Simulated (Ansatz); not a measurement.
Here is an unrelaxed guess for SiO2.

Only a and b repeat, and vacuum parts the sheet from its images along c.

```
Si O
1.0
     2.66689    0.00000    0.00000
    -1.29556    2.43064    0.00000
     0.00000    0.00000   16.00000
Si O
1 2
Cartesian
  0.0000 0.0000 8.0000
  0.0271 1.7357 7.0488
  1.3442 0.6949 8.9512
```

Level of theory: DFT PBE, scalar-relativistic, plane waves, PAW (Ansatz). Plane waves to 420 eV, a k mesh through Γ of 8×8×1 on the computed 3-atom cell and Gaussian smearing (0.10 eV); no spin polarisation.

Formation energies are uncorrected and refer to the elements' standard structures at the same level (O₂ as a molecule).

Problem. How far from equilibrium is it?

Solution. The largest force is 1.33 eV/Å, and the energy is −2.39 eV/atom against the elements. The shortest distance is 1.77 Å.

Problem. Is it a good guess?

Solution. A fair one: relaxing gains about 0.07 eV/atom in 10 ionic steps and ends at −2.467 eV/atom on the finer mesh. The symmetry goes from p-1 (No. 2) to p-3m1 (No. 72). The area per atom shrinks by 2.7 %, from 2.2 to 2.1 Å². The shortest distance goes from 1.77 Å (Si–O) to 1.81 Å (Si–O). In-plane cell: a = 2.698 Å, b = 2.698 Å, γ = 120.0°, thickness 1.83 Å between the outermost nuclei. Si at height 0.92 Å has 6 O at 1.81 Å; O at height 0.00 Å has 3 Si at 1.81 Å.

The last run used a 12×12×1 mesh for its 3-atom cell and Gaussian smearing of 0.02 eV. The relaxation can't lower the symmetry of the start, and the grade says only how near the guess is to its own end. A later test with randomly moved atoms came back to the same energy, though modes that don't fit the test's cell weren't probed.
